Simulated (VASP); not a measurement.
Wanted: the native input for a VASP 6.6.1 run.

| Quantity | Value |
| --- | --- |
| Task | single point |
| Functional | r2SCAN |
| Potentials or basis | VASP PAW PBE potentials, release 64 (In_d, Pd) |
| Cutoff | 900 eV |
| k mesh | 12 × 12 × 12 |
| Occupations | gaussian, width 0.05 eV |
| Spin | no spin polarisation |
| Further INCAR settings | ADDGRID = False; ALGO = Normal; EDIFF = 1e-08 |

The structure of InPd lies in POSCAR:

```
InPd
1.0
    3.2718847800      0.0000000000      0.0000000000
    0.0000000000      3.2718847800      0.0000000000
    0.0000000000      0.0000000000      3.2718847800
In Pd
1 1
Direct
    0.0000000000      0.0000000000      0.0000000000
    0.5000000000      0.5000000000      0.5000000000
```

The cell comes from a database or a generator and needn't be the stable form of this composition.

These files were run (other wordings do the same):

INCAR

```
  PREC = Accurate
  ENCUT = 900
  EDIFF = 1E-8
  ISMEAR = 0
  SIGMA = 0.05
  LREAL = F
  LASPH = T
  NELM = 100
  ALGO = Normal
  ISIF = 2
  LWAVE = F
  LCHARG = F
  METAGGA = R2SCAN
  LMIXTAU = T
  ADDGRID = F
```

KPOINTS

```
regular mesh
0
Gamma
  12 12 12
```

Potentials or basis: VASP PAW PBE potentials, release 64 (In_d, Pd).

Run with:

```sh
$ cat potpaw_PBE.64/In_d/POTCAR potpaw_PBE.64/Pd/POTCAR > POTCAR
$ mpirun -np 1 vasp_std > vasp.out
```

Results of the run:

```yaml
Pressure: 0.1 GPa
Band_gap_on_the_k_mesh: none (metal or under the smearing width)
```

Caveat: the PAW data sets were made with another functional, which shifts forces and pressure a little.

Wall time 2.3 min on 1 thread of Intel(R) Xeon(R) 6975P-C (Granite Rapids), on a shared host, peak memory 0.27 GiB.
